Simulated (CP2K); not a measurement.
The system is Re.

```
Re
1.0
     2.76080    0.00000    0.00000
    -1.38040    2.39092    0.00000
     0.00000    0.00000    4.45820
Re
2
Direct
  0.66667 0.33333 0.75000
  0.33333 0.66667 0.25000
```

Base run:

- Program: CP2K 2026.2
- Functional: optB88-vdW
- Potentials or basis: POTENTIAL_UZH Re GTH-PBE-q15; TZVP-MOLOPT-PBE-GTH basis
- Density cutoff: 9184 eV
- k mesh: 11 × 11 × 6
- Occupations: fermi-dirac, width 0.05 eV
- Spin: no spin polarisation

Its results: band gap on the k mesh none (metal or under the smearing width); pressure 6.2 GPa.

Question: The run is repeated on the same cell with these changes: functional from optB88-vdW to HLE16. What comes out?

Answer: Band gap on the k mesh none (metal or under the smearing width); pressure -65.7 GPa.

Caveats: the potentials were made for another functional, which shifts forces and pressure; spin-orbit coupling is left out, which moves the levels of the heavy elements; the basis of atomic orbitals isn't converged, which shifts pressures, moduli and gaps; the potentials were made for a functional far from this one (some runs); the cell as given lies far from equilibrium (some runs).
